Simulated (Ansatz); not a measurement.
Wanted: the native input for an Ansatz 0.2.0 run.

```yaml
Task: relaxation of cell and atoms
Functional: PBEsol
Dispersion: D4
Potentials_or_basis: all-electron LAPW, scalar-relativistic
Basis_error_allowed: 0.001 eV/atom
k_mesh: 10 × 10 × 10
Occupations: fermi-dirac, width 0.05 eV
Spin: no spin polarisation
```

TaN:

```
CELL_PARAMETERS angstrom
0.00000 2.21132 2.21132
2.21132 0.00000 2.21132
2.21132 2.21132 0.00000
ATOMIC_POSITIONS crystal
Ta 0.50000 0.50000 0.50000
N 0.00000 0.00000 0.00000
```

The cell comes from a database or a generator and needn't be the stable form of this composition.

These files were run (other wordings do the same):

input.yaml

```yaml
crystal:
  lattice:
    - [0.0, 2.211323, 2.211323]
    - [2.211323, 0.0, 2.211323]
    - [2.211323, 2.211323, 0.0]
  atoms:
    - { symbol: Ta, position: [0.5, 0.5, 0.5] }
    - { symbol: "N", position: [0.0, 0.0, 0.0] }
kpoints:
  mp_grid: { grid: [10, 10, 10] }
scf:
  occupations: { method: fermi_dirac, width: 0.05 }
hamiltonian:
  xc: pbesol
  dispersion: d4
  pseudopotentials: { kind: all_electron, lapw: { basis_error: 0.001 } }
output:
  forces: true
  stress: true
relax:
  f_tol: 0.02
  max_steps: 60
  cell: {}
```

Potentials or basis: all-electron LAPW, scalar-relativistic.

The run is started by

```sh
$ ansatz run input.yaml --threads 1 --pin off --max-ram 3072MiB --backend cpu --events-out ev --progress --plain --runs-dir out
```

Results of the run:

```yaml
Relaxed_volume: 10.38 Å³/atom
Relaxed_cell: a = 3.085 Å, b = 3.085 Å, c = 3.085 Å, α = 60.00°, β = 60.00°, γ = 60.00°
Space_group_after_relaxing_to_0.05_Å: Fm-3m (No. 225)
Energy_gained_by_relaxing: 18.8 meV/atom
Ionic_steps: 5
Pressure_after_relaxing: 0.0 GPa
```

It took 43 s on 1 thread of Arm Neoverse V1, with other jobs on the host, peak memory 0.35 GiB.
